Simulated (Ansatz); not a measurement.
Structures of Be$_{3}$C: which is lowest?

Plane-wave DFT in Ansatz with scalar-relativistic PAW potentials, cutoff 420 eV, Γ-centred meshes chosen by cell and gap, Gaussian smearing with energies taken to zero width. Every cell was relaxed (cell and atoms) in a run of its own, within the symmetry of its start. Functional: PBE.

Relaxed structures (starts from databases or built by putting these elements on another compound's sites):
A. P4_2/mmc, 8 atoms in the computed cell, a = 3.340 Å, c = 6.995 Å; sites (symmetry × multiplicity) Be 2mm. × 4 + mmm. × 2, C -4m2 × 2; start: built
B. Pm-3m, 4 atoms in the computed cell, a = 3.409 Å; sites (symmetry × multiplicity) Be 4/mm.m × 3, C m-3m × 1; start: built

Problem. Rank them by energy. Could pressure change the order?

Solution.
| structure | group | E − E(lowest) (meV/atom) | V (Å³/atom) | gap on mesh (eV) |
| --- | --- | --- | --- | --- |
| A | P4_2/mmc | 0.0 | 9.75 | 0.00 |
| B | Pm-3m | 112 | 9.90 | 0.00 |

A is lowest, 112 meV/atom under B. The lowest is also the densest of these, so pressure wouldn't bring one of the others in at first order. Other structures may lie lower than all of these, and vibrations aren't counted.